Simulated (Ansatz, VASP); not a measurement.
**One calculation of Ti, two programs**

```
CELL_PARAMETERS angstrom
4.67599 0.00000 0.00000
-2.33800 4.04953 0.00000
0.00000 0.00000 2.89402
ATOMIC_POSITIONS crystal
Ti 0.00000 0.00000 0.00000
Ti 0.33333 0.66667 0.50000
Ti 0.66667 0.33333 0.50000
```

Alike in both runs: task single point; functional BLYP; k mesh 9 × 9 × 12; occupations fermi-dirac, width 0.1 eV; no spin polarisation.

|  | VASP | Ansatz |
| --- | --- | --- |
| version | VASP 6.6.1 | Ansatz 0.2.0 |
| potentials or method | VASP PAW PBE potentials, release 64 (Ti_sv) | plane waves (420 eV) with PAW, scalar-relativistic |
| plane-wave cutoff (eV) | 520 | 420 |
| valence electrons in the cell | 36 | 36 |

|  | VASP | Ansatz | Ansatz less VASP |
| --- | --- | --- | --- |
| pressure (GPa) | -3.8 | -3.8 | -0.03 |
| largest component of the traceless stress (GPa) | 0.07 | 0.07 | +0.005 |

With one functional, cell and mesh, what is left measures potentials, basis and numerics.

Caveats: the PAW data sets were made with another functional, which shifts forces and pressure a little (VASP).
